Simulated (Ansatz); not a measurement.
# Ideal shear of a crystal plane in WS₂

Computed with DFT PBEsol, scalar-relativistic, plane waves, PAW in Ansatz. Cutoff 420 eV, Γ-centred 10×10×2 k-points, Gaussian smearing of 0.05 eV. Spin–orbit coupling is left out, which matters for the heavy elements here. No spin polarisation. Energies are free energies at this smearing, counted from the undisturbed cell; pressure is positive in compression.

The undisturbed cell (as given, not relaxed at this level; it stands at -0.6 GPa; this form isn't the usual structure):

```yaml
crystal:
  lattice:
    - [-1.57900, -2.73491, 0.00000]
    - [1.57900, -2.73491, 0.00000]
    - [0.00000, 0.00000, 18.48999]
  atoms:
    - { symbol: W, position: [0.00000, 0.00000, 0.70950] }
    - { symbol: W, position: [0.33333, 0.33333, 0.04283] }
    - { symbol: W, position: [0.66667, 0.66667, 0.37617] }
    - { symbol: S, position: [0.00000, 0.00000, 0.45980] }
    - { symbol: S, position: [0.33333, 0.33333, 0.79313] }
    - { symbol: S, position: [0.66667, 0.66667, 0.12647] }
    - { symbol: S, position: [0.00000, 0.00000, 0.29050] }
    - { symbol: S, position: [0.33333, 0.33333, 0.62383] }
    - { symbol: S, position: [0.66667, 0.66667, 0.95717] }
```

The cell holds layers and no dispersion correction was added, so their binding is poorly described.

The cut lies on the cell's a–b face, a (0 0 -1) plane (indices in the standard cell, whose axes needn't be the Cartesian ones shown) of area 8.64 Å², between layers 1.58 Å apart. Vector c is tilted by f times 1·a + 1·b (length 5.470 Å) with the atoms' Cartesian places fixed: one unrelaxed fault a cell. The traction is dγ/du, the slope of γ against the slip u in Å.

| f | γ (mJ/m²) | traction (GPa) |
| --- | --- | --- |
| 0.0000 | 0 | 0.0 |
| 0.0833 | 2237 | 102.9 |
| 0.1667 | 9055 | 181.9 |
| 0.2500 | 17966 | 190.7 |
| 0.3333 | 23079 | 0.1 |
| 0.4167 | 17999 | -189.1 |
| 0.5000 | 9353 | -167.5 |
| 0.5833 | 3361 | -81.9 |
| 0.6667 | 1656 | 0.0 |
| 0.7500 | 2667 | 36.5 |
| 0.8333 | 3712 | -15.4 |
| 0.9167 | 1510 | -56.2 |

**Question.** Read off the first barrier and the stress needed to climb it, and compare with Frenkel's sinusoid.

**Answer.** The first sampled maximum lies at f = 0.333, a slip of 1.82 Å, with γ ≈ 23079 mJ/m², which stands in for the unstable fault energy γ_us, and the steepest sampled slope before it is 190.7 GPa. A sinusoid γ = γ_us sin²(πu/λ) with its maximum there has λ = 3.65 Å and a largest slope πγ_us/λ = 198.8 GPa (1 mJ/m² per Å = 0.01 GPa). The stand-in is too high: a rotation axis of order three or more passes through this point, so the curvature is the same in every direction of the plane and the point is a peak of the γ-surface, which slip goes round.

**Question.** Is there a metastable fault on this line?

**Answer.** The samples dip to a local minimum of 1656 mJ/m² at f = 0.667. If it survives relaxation and slip across the line, it is a planar fault that lets a dislocation split into partials, more widely the lower its energy (an antiphase boundary, where the slip puts unlike atoms in each other's places). Between this point and the perfect stacking at f = 1 the samples rise only to 3712 mJ/m², so slip in the opposite sense meets a far lower barrier than the first maximum.

The cut is rigid; relaxing the faces lowers these energies and usually the stresses. The start isn't at rest at this level: it stands under -0.6 GPa with forces up to 0.60 eV/Å, so these aren't the figures of the relaxed crystal.

The gap closes along the scan, which can put kinks into the curve.

Cost: 12 runs of about 8.5 core-minutes in all, on Intel Xeon Processor @ 2.70GHz (shared hosts).